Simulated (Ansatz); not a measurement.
Surface calculation: diamond Si (100), 2 layers

The slab is cut from the diamond crystal, the stable phase, as relaxed on PAW files (20.06 Å³/atom), with 16 Å of vacuum and a dipole correction:

```
CELL_PARAMETERS angstrom
3.84242 0.00000 0.00000
0.00000 3.84242 0.00000
0.00000 0.00000 17.35850
ATOMIC_POSITIONS crystal
Si 0.75000 0.00000 0.46087
Si 0.25000 0.00000 0.53913
```

All numbers are PBEsol results (scalar-relativistic) from Ansatz 0.2.0, with a Γ-centred 7×7×1 k mesh, Fermi–Dirac smearing of 0.02 eV, no spin polarisation. Methods: LAPW: all electrons, basis error target 1 meV/atom; PAW: frozen-core files, cutoff 420 eV.

The bulk energy comes from a cell in the slab's orientation on a 7×7×5 mesh. The surface energy is (E(slab) − N·E(bulk))/2A at zero smearing, the mean of both faces; thin slabs carry quantum-size effects.

The PAW files were made under PBE. Real surfaces of this kind reconstruct, which a 1×1 cell forbids.

Question: As cut, the LAPW slab lies 3.277 eV above 2 atoms of bulk. What surface energy is that?

Answer: Over two faces of 14.76 Å² it is 111.0 meV/Å², and times 16.02 J/m² per eV/Å² that gives γ = 1.778 J/m².

Question: What do relaxation and the other method give, and what work function comes out?

Answer: 

```
method  γ as cut (J/m²)  γ relaxed (J/m²)  Φ as cut (eV)  Φ relaxed (eV)
  LAPW            1.778             1.724           4.58            4.70
   PAW            1.777             1.724           4.58            4.70
```

Question: How do the spacings between the planes relax?

Answer: From the bottom face up: d12 -13.7 % of 1.358 Å.

Question: A field of 0.5 V/Å is applied along the normal, atoms held. What follows?

Answer: LAPW finds an induced dipole of 0.1493 e·Å a cell (PAW 0.1494), that is 3.66 Å for 4πα over the area, against 1.17 Å between the outer atoms.

Question: What changes if the images along the normal are cut off in place of the dipole correction?

Answer: LAPW then gives: no gap, work function 4.70 eV; PAW: no gap, work function 4.70 eV.
